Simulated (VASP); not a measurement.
HgTe (Coloradoite):

```
CELL_PARAMETERS angstrom
0.00000 3.21450 3.21450
3.21450 0.00000 3.21450
3.21450 3.21450 0.00000
ATOMIC_POSITIONS crystal
Hg 0.00000 0.00000 0.00000
Te 0.75000 0.75000 0.75000
```

| Item | Value |
| --- | --- |
| Program | VASP 6.6.1 |
| Task | relaxation of cell and atoms |
| Functional | PBE |
| Dispersion | D3 |
| Potentials or basis | VASP PAW PBE potentials, release 64 (Hg, Te) |
| Cutoff | 600 eV |
| k mesh | 7 × 7 × 7 |
| Occupations | fermi-dirac, width 0.05 eV |
| Spin | no spin polarisation |

At the start: pressure 2.6 GPa; volume 33.22 Å³/atom.

Problem. How do energy, volume and symmetry change on relaxing?

Solution. Over 3 steps the energy falls by 14.8 meV/atom and the volume is 35.15 Å³/atom (+5.8 %); space group F-43m (No. 216, to 0.05 Å).

Step by step:
| step | energy change (eV) | largest force (eV/Å) | pressure (GPa) | volume (Å³) |
| --- | --- | --- | --- | --- |
| 1 | 0.0000 | 0.0000 | 2.60 | 66.43 |
| 2 | -0.0262 | 0.0000 | -0.76 | 71.75 |
| 3 | -0.0297 | 0.0000 | 0.01 | 70.30 |

Final structure:
```yaml
crystal:
  lattice:
    - [0.00000, 3.27569, 3.27569]
    - [3.27569, 0.00000, 3.27569]
    - [3.27569, 3.27569, 0.00000]
  atoms:
    - { symbol: Hg, position: [0.00000, 0.00000, 0.00000] }
    - { symbol: Te, position: [0.75000, 0.75000, 0.75000] }
```

Caveat: pairwise dispersion overbinds metals, which lowers pressure and volume.
